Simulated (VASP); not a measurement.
Wanted: the native input for a VASP 6.6.1 run.

```yaml
Task: band structure
Functional: PBEsol
Potentials_or_basis: VASP PAW PBE potentials, release 64 (Mg, F)
Cutoff: 520 eV
k_mesh: 6 × 6 × 8
Occupations: gaussian, width 0.02 eV
Spin: no spin polarisation
Further_INCAR_settings: ALGO = Fast; EDIFF = 1e-06
```

The system is MgF2.

```
Mg F
1.0
     4.62380    0.00000    0.00000
     0.00000    4.62380    0.00000
     0.00000    0.00000    3.05334
Mg F
2 4
Cartesian
  2.3119 2.3119 1.5267
  0.0000 0.0000 0.0000
  3.2218 3.2218 0.0000
  3.7139 0.9099 1.5267
  1.4020 1.4020 3.0533
  0.9099 3.7139 1.5267
```

The cell comes from a database or a generator and needn't be the stable form of this composition.

One way to write it, as run:

POSCAR

```
MgF2
1.0
    4.6238000000      0.0000000000      0.0000000000
    0.0000000000      4.6238000000      0.0000000000
    0.0000000000      0.0000000000      3.0533400000
Mg F
2 4
Direct
    0.5000000000      0.5000000000      0.5000000000
    0.0000000000      0.0000000000      0.0000000000
    0.6967800000      0.6967800000      0.0000000000
    0.8032200000      0.1967800000      0.5000000000
    0.3032200000      0.3032200000      1.0000000000
    0.1967800000      0.8032200000      0.5000000000
```

INCAR.step1

```
SYSTEM = MgF2
PREC     = Accurate       ! precision mode
ENCUT    = 520            ! plane-wave cutoff, eV
EDIFF    = 1E-6           ! SCF threshold, eV
ISMEAR   = 0              ! smearing method
SIGMA    = 0.02           ! smearing width, eV
LREAL    = .False.        ! projectors in reciprocal space
LASPH    = .True.         ! aspherical terms in the spheres
NELM     = 60             ! most SCF steps
ALGO     = Fast           ! electronic algorithm
ISIF     = 2              ! what is computed and relaxed
LWAVE    = .False.        ! write WAVECAR
LCHARG   = .True.         ! write CHGCAR
GGA      = PS             ! functional
```

KPOINTS.step1

```
Automatic mesh
0
Gamma
  6 6 8
  0 0 0
```

INCAR.step2

```
SYSTEM = MgF2
PREC     = Accurate       ! precision mode
ENCUT    = 520            ! plane-wave cutoff, eV
EDIFF    = 1E-6           ! SCF threshold, eV
ISMEAR   = 0              ! smearing method
SIGMA    = 0.05           ! smearing width, eV
LREAL    = .False.        ! projectors in reciprocal space
LASPH    = .True.         ! aspherical terms in the spheres
NELM     = 60             ! most SCF steps
ALGO     = Fast           ! electronic algorithm
ISIF     = 2              ! what is computed and relaxed
LWAVE    = .False.        ! write WAVECAR
LCHARG   = .False.        ! write CHGCAR
GGA      = PS             ! functional
ICHARG   = 11             ! starting density
```

KPOINTS.step2

```
path GXMGZRAZ,XR,MA
10
line-mode
reciprocal
 0.0000000000  0.0000000000  0.0000000000  G
 0.0000000000  0.5000000000  0.0000000000  X

 0.0000000000  0.5000000000  0.0000000000  X
 0.5000000000  0.5000000000  0.0000000000  M

 0.5000000000  0.5000000000  0.0000000000  M
 0.0000000000  0.0000000000  0.0000000000  G

 0.0000000000  0.0000000000  0.0000000000  G
 0.0000000000  0.0000000000  0.5000000000  Z

 0.0000000000  0.0000000000  0.5000000000  Z
 0.0000000000  0.5000000000  0.5000000000  R

 0.0000000000  0.5000000000  0.5000000000  R
 0.5000000000  0.5000000000  0.5000000000  A

 0.5000000000  0.5000000000  0.5000000000  A
 0.0000000000  0.0000000000  0.5000000000  Z

 0.0000000000  0.5000000000  0.0000000000  X
 0.0000000000  0.5000000000  0.5000000000  R

 0.5000000000  0.5000000000  0.0000000000  M
 0.5000000000  0.5000000000  0.5000000000  A
```

Potentials or basis: VASP PAW PBE potentials, release 64 (Mg, F).

Launch:

```sh
$ cat potpaw_PBE.64/Mg/POTCAR potpaw_PBE.64/F/POTCAR > POTCAR
$ cp INCAR.step1 INCAR
$ cp KPOINTS.step1 KPOINTS
$ mpirun -np 1 vasp_std > vasp.out
$ cp INCAR.step2 INCAR
$ cp KPOINTS.step2 KPOINTS
$ mpirun -np 1 vasp_std > vasp.out
```

It gave:

The band gap on the k mesh is 6.92 eV, direct and the band gap along the path is 6.92 eV, direct.

Caveat: the log is that of the step along the path at fixed density, whose energy, stress, charges and moments have no meaning.

Run time: 42 s on 1 thread of Intel(R) Xeon(R) 6975P-C (Granite Rapids) (shared host), peak memory 0.23 GiB.
